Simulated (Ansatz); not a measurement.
# BN: the cost of one run

Computed with Ansatz 0.2.0 (DFT PBE, scalar-relativistic, plane waves, PAW, unless a step's input says otherwise).

5 further runs of the same task are left out: 1 that didn't finish, 4 set aside as unsound or not needed.

### 1 The system as given

Symmetry: P6_3/mmc, No. 194, hexagonal system. The conventional cell has a = 2.512 Å, b = 2.512 Å, c = 8.343 Å, α = 90.00°, β = 90.00°, γ = 120.00°. Around B (site symmetry -6m2) lie 3 N at 1.45 Å. N (site symmetry -6m2) is surrounded by 3 B at 1.45 Å.

Coordinates:

```xyz
4
Lattice="2.5122 0.0000 0.0000 -1.2561 2.1756 0.0000 0.0000 0.0000 8.3432" Properties=species:S:1:pos:R:3 pbc="T T T"
B     0.0000    1.4504    2.0858
B     1.2561    0.7252    6.2574
N     0.0000    1.4504    6.2574
N     1.2561    0.7252    2.0858
```

It goes back to an entry of the Materials Project.

It is the result of an earlier relaxation at this level (volume 11.40 Å³/atom; gap on the mesh: 4.40 eV).

The host's static dielectric tensor, from an earlier linear-response run, has a mean of 4.36.

### 2 Reference: the perfect crystal in the supercell

input.yaml

```yaml
crystal:
  lattice:
    - [0.0, 0.0, 8.3431560662]
    - [7.5365434625, -4.3512253968, 0.0]
    - [0.0, 8.7024507937, 0.0]
  atoms:
    - { symbol: B, position: [0.25, 0.0, 0.1666666667] }
    - { symbol: B, position: [0.25, 0.5, 0.1666666667] }
    - { symbol: B, position: [0.25, 0.3333333333, 0.3333333333] }
    - { symbol: B, position: [0.25, 0.1666666667, 0.5] }
    - { symbol: B, position: [0.25, 0.0, 0.6666666667] }
    - { symbol: B, position: [0.25, 0.8333333333, 0.3333333333] }
    - { symbol: B, position: [0.25, 0.6666666667, 0.5] }
    - { symbol: B, position: [0.25, 0.5, 0.6666666667] }
    - { symbol: B, position: [0.25, 0.3333333333, 0.8333333333] }
    - { symbol: B, position: [0.25, 0.1666666667, 0.0] }
    - { symbol: B, position: [0.25, 0.8333333333, 0.8333333333] }
    - { symbol: B, position: [0.25, 0.6666666667, 0.0] }
    - { symbol: B, position: [0.75, 0.1666666667, 0.1666666667] }
    - { symbol: B, position: [0.75, 0.6666666667, 0.1666666667] }
    - { symbol: B, position: [0.75, 0.5, 0.3333333333] }
    - { symbol: B, position: [0.75, 0.3333333333, 0.5] }
    - { symbol: B, position: [0.75, 0.1666666667, 0.6666666667] }
    - { symbol: B, position: [0.75, 0.0, 0.3333333333] }
    - { symbol: B, position: [0.75, 0.8333333333, 0.5] }
    - { symbol: B, position: [0.75, 0.6666666667, 0.6666666667] }
    - { symbol: B, position: [0.75, 0.5, 0.8333333333] }
    - { symbol: B, position: [0.75, 0.3333333333, 0.0] }
    - { symbol: B, position: [0.75, 0.0, 0.8333333333] }
    - { symbol: B, position: [0.75, 0.8333333333, 1.0] }
    - { symbol: "N", position: [0.75, 0.0, 0.1666666667] }
    - { symbol: "N", position: [0.75, 0.5, 0.1666666667] }
    - { symbol: "N", position: [0.75, 0.3333333333, 0.3333333333] }
    - { symbol: "N", position: [0.75, 0.1666666667, 0.5] }
    - { symbol: "N", position: [0.75, 0.0, 0.6666666667] }
    - { symbol: "N", position: [0.75, 0.8333333333, 0.3333333333] }
    - { symbol: "N", position: [0.75, 0.6666666667, 0.5] }
    - { symbol: "N", position: [0.75, 0.5, 0.6666666667] }
    - { symbol: "N", position: [0.75, 0.3333333333, 0.8333333333] }
    - { symbol: "N", position: [0.75, 0.1666666667, 0.0] }
    - { symbol: "N", position: [0.75, 0.8333333333, 0.8333333333] }
    - { symbol: "N", position: [0.75, 0.6666666667, 0.0] }
    - { symbol: "N", position: [0.25, 0.1666666667, 0.1666666667] }
    - { symbol: "N", position: [0.25, 0.6666666667, 0.1666666667] }
    - { symbol: "N", position: [0.25, 0.5, 0.3333333333] }
    - { symbol: "N", position: [0.25, 0.3333333333, 0.5] }
    - { symbol: "N", position: [0.25, 0.1666666667, 0.6666666667] }
    - { symbol: "N", position: [0.25, 0.0, 0.3333333333] }
    - { symbol: "N", position: [0.25, 0.8333333333, 0.5] }
    - { symbol: "N", position: [0.25, 0.6666666667, 0.6666666667] }
    - { symbol: "N", position: [0.25, 0.5, 0.8333333333] }
    - { symbol: "N", position: [0.25, 0.3333333333, 0.0] }
    - { symbol: "N", position: [0.25, 0.0, 0.8333333333] }
    - { symbol: "N", position: [0.25, 0.8333333333, 1.0] }
basis:
  ecutwfc: 420
  xc_grid: 2
kpoints:
  mp_grid: { grid: [1, 1, 1], shift: [0.0, 0.0, 0.0] }
hamiltonian:
  xc: pbe
scf:
  occupations: { method: gaussian, width: 0.01 }
output:
  forces: true
  stress: true
  eigenvalues: true
```

Launch:

```
$ ansatz run input.yaml --threads 4 --pin off --max-ram 8192MiB --backend cpu --events-out ev --progress --plain --runs-dir out
```

Q: Estimate wall time and peak memory on 4 threads of Arm Neoverse V1, shared host.

About 1.8 s, with a peak of 0.56 GiB.
